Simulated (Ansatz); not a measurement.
The system is MoS2.

```
Mo S
1.0
     1.58000    0.91221    6.15000
    -1.58000    0.91221    6.15000
     0.00000   -1.82443    6.15000
Mo S
1 2
Direct
  0.00000 0.00000 0.00000
  0.41700 0.41700 0.41700
  0.25000 0.25000 0.25000
```

Measurements of this composition are mostly on another form, of space group No. 194.

Base run:

```yaml
Program: Ansatz 0.2.0
Functional: r2SCAN
Potentials_or_basis: Ansatz PAW
Cutoff: "500 eV (not typed: the program's choice for these potentials)"
k_mesh: 10 × 10 × 10
Occupations: fermi-dirac, width 0.05 eV
Spin: no spin polarisation
```

Its results: band gap on the k mesh 1.06 eV, indirect (least direct gap 2.07 eV); pressure 4.2 GPa; largest force 0.363 eV/Å.

The run is repeated on the same cell with these changes: functional from r2SCAN to LDA; cutoff from 500 eV (not typed: the program's choice for these potentials) to 420 eV (not typed: the program's choice for these potentials). What comes out?

Band gap on the k mesh 0.88 eV, indirect (least direct gap 1.96 eV); pressure -2.4 GPa; largest force 0.083 eV/Å.

r2SCAN gives the wider gap, since meta-GGAs in the generalised Kohn-Sham scheme recover part of the derivative discontinuity.

Caveats: the PAW data sets come from PBE, with cores solved anew for the run's functional, which leaves a small shift of forces and pressure; the k mesh misses the band edges, so the gap on the mesh is wider than the one along the path (some runs).
